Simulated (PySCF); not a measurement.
Peak assignment

Mapped SMILES: `[CH3:1][CH2:2][N:3]([CH2:4][CH3:5])[CH2:6][CH3:7]` (H(Xn): hydrogen on atom n).

Computed data (PySCF 2.14): NMR shieldings at PBE0/pcSseg-1/GIAO, geometry: PBE0-D3(BJ)/def2-SVP. Averaged over atoms made equivalent by symmetry, fast rotation or ring inversion, single conformer, non-relativistic, gas phase.

Scale: $^{13}$C (184.41 ppm), $^{1}$H (31.27 ppm) vs TMS (reference shieldings calculated alike).

Question: Assign these signals to the numbered atoms. $^{13}$C{$^{1}$H} NMR (computed): δ 47.6 (CH2), 16.0 (CH3).

Answer: 
| δ (ppm) | atoms | environment | reason |
| --- | --- | --- | --- |
| 47.6 | C2/C4/C6 | sp3 CH2 bonded to N | deshielded by the electronegative neighbour |
| 16.0 | C1/C5/C7 | methyl carbon | a saturated carbon with 1 carbon neighbour and no heteroatom attached |

Question: Assign these signals to the numbered atoms. $^{1}$H NMR (400 MHz, computed): δ 2.03 (q, 6H), 1.04 (t, 9H).

Answer: 
| δ (ppm) | atoms | environment | reason |
| --- | --- | --- | --- |
| 2.03 | H(C2)/H(C4)/H(C6) | hydrogen on an sp3 CH2 bonded to N | – |
| 1.04 | H(C1)/H(C5)/H(C7) | hydrogen on a methyl carbon | – |

Shifts are as computed. Against solution values, carbons near 30 ppm lie about +2 ppm off and those near 130 ppm about +4 ppm. Of 246 compounds with measured shifts, 49 miss one by over three times the rms of a fit or turn the order of signals round; such compounds aren't used in these exercises. No couplings were computed; multiplicities are counted from neighbouring protons, with m where these are inequivalent, close in shift, in a saturated or five-membered ring or joined by F or P, and br s for small geminal =CH2 splittings.
